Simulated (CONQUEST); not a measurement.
Wanted: the native input for a CONQUEST 1.3 run.

```yaml
Task: density of states
Functional: PBE
Potentials_or_basis: PseudoDojo NC PBE, SZP, grid cutoff 100 Ha
k_mesh: 7 × 4 × 1
Occupations: fermi-dirac, width 0.1 eV
Spin: no spin polarisation
Solver: diagonalisation
SCF_tolerance: 1e-06
```

Slab: Mo, a slab with vacuum.

```
CELL_PARAMETERS angstrom
2.84964 0.00000 0.00000
0.00000 4.93572 0.00000
0.00000 0.00000 24.30689
ATOMIC_POSITIONS crystal
Mo 0.00000 0.33333 0.69145
Mo 0.50000 0.83333 0.69145
Mo 0.00000 0.66667 0.59572
Mo 0.50000 0.16667 0.59572
Mo 0.00000 0.00000 0.50000
Mo 0.50000 0.50000 0.50000
Mo 0.00000 0.33333 0.40428
Mo 0.50000 0.83333 0.40428
Mo 0.00000 0.66667 0.30855
Mo 0.50000 0.16667 0.30855
```

The cell isn't the ideal one: the (1 1 1) slab of Mo, cut from the database cell, not relaxed.

One way to write it, as run:

Conquest_input

```
IO.Title Mo
IO.Coordinates coords.dat
IO.FractionalAtomicCoords T
IO.Iprint 2
IO.Iprint_init 1
General.NumberOfSpecies 1
General.PseudopotentialType hamann
AtomMove.TypeOfRun static
AtomMove.FullStress T
Grid.GridCutoff 100
DM.SolutionMethod diagon
Diag.MPMesh T
Diag.GammaCentred T
Diag.MPMeshX 7
Diag.MPMeshY 4
Diag.MPMeshZ 1
Diag.kT 0.00367493
minE.SCTolerance 1e-6
SC.MaxIters 100
IO.AtomChargeOutput T
SC.KerkerPreCondition T
SC.KerkerFactor 0.3
SC.LinearMixingFactor 0.3
IO.writeDOS T
IO.write_proj_DOS T
%block ChemicalSpeciesLabel
1 95.940 Mo
%endblock
```

coords.dat

```
    5.3850397736     0.0000000000     0.0000000000
    0.0000000000     9.3271624898     0.0000000000
    0.0000000000     0.0000000000    45.9333581231
10
  0.0000000000   0.3333333330   0.6914454650 1 T T T
  0.5000000000   0.8333333330   0.6914454650 1 T T T
  0.0000000000   0.6666666670   0.5957227330 1 T T T
  0.5000000000   0.1666666670   0.5957227330 1 T T T
  0.0000000000   0.0000000000   0.5000000000 1 T T T
  0.5000000000   0.5000000000   0.5000000000 1 T T T
  0.0000000000   0.3333333330   0.4042772670 1 T T T
  0.5000000000   0.8333333330   0.4042772670 1 T T T
  0.0000000000   0.6666666670   0.3085545350 1 T T T
  0.5000000000   0.1666666670   0.3085545350 1 T T T
```

Conquest_input (lines added for PostProcessCQ)

```
Process.Job pdos
Process.min_DOS_E -0.9996
Process.max_DOS_E 0.3004
Process.sigma_DOS 0.003
Process.n_DOS 501
Process.pDOS_l_resolved T
```

Potentials or basis: PseudoDojo NC PBE, SZP, grid cutoff 100 Ha.

Launch:

```bash
$ Conquest
$ PostProcessCQ   # after the lines are added to Conquest_input
```

Results of the run:

* Band gap on the k mesh: none (metal or under the smearing width)

Caveat: the atomic basis is small; the basis of atomic orbitals isn't converged, which shifts pressures, moduli and gaps.

Run time: 15 min on 1 thread of AMD EPYC (Zen 3), on a shared host, peak memory 1.4 GiB.
